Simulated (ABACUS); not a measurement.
The system is GaP.

```
Ga P
1.0
     0.00000    2.72525    2.72525
     2.72525    0.00000    2.72525
     2.72525    2.72525    0.00000
Ga P
1 1
Direct
  0.00000 0.00000 0.00000
  0.75000 0.75000 0.75000
```

Base run:

* Program: ABACUS 3.10.1
* Functional: WC
* Potentials or basis: PseudoDojo NC SR 0.5 PBE stringent
* Cutoff: 1551 eV
* Density cutoff: 6204 eV
* Basis: plane waves
* k mesh: 6 × 6 × 6
* Occupations: fermi-dirac, width 0.05 eV
* Spin: no spin polarisation

Its results: band gap on the k mesh 1.49 eV, indirect (least direct gap 1.67 eV); pressure -0.4 GPa.

Question: After a change of settings the same cell gave: band gap on the k mesh 1.65 eV, indirect (least direct gap 1.70 eV); pressure 6.2 GPa. Which change was it?
A. functional from WC to BLYP
B. functional from WC to HCTH407
C. functional from WC to rPW86PBE; potentials or basis from PseudoDojo NC SR 0.5 PBE stringent to PseudoDojo NC SR 0.4.1 PBE standard; cutoff from 1551 eV to 1102 eV; density cutoff from 6204 eV to 4408 eV; valence electrons from 26 to 18
D. functional from WC to PBE; potentials or basis from PseudoDojo NC SR 0.5 PBE stringent to SPMS ONCV 1.0 PBE; cutoff from 1551 eV to 1102 eV; density cutoff from 6204 eV to 4408 eV; valence electrons from 26 to 18

Answer: A.

BLYP binds less tightly than WC, so the same cell stands under more pressure.

Caveats: the potentials were made for another functional, which shifts forces and pressure.

Not every run made on this cell is shown here.
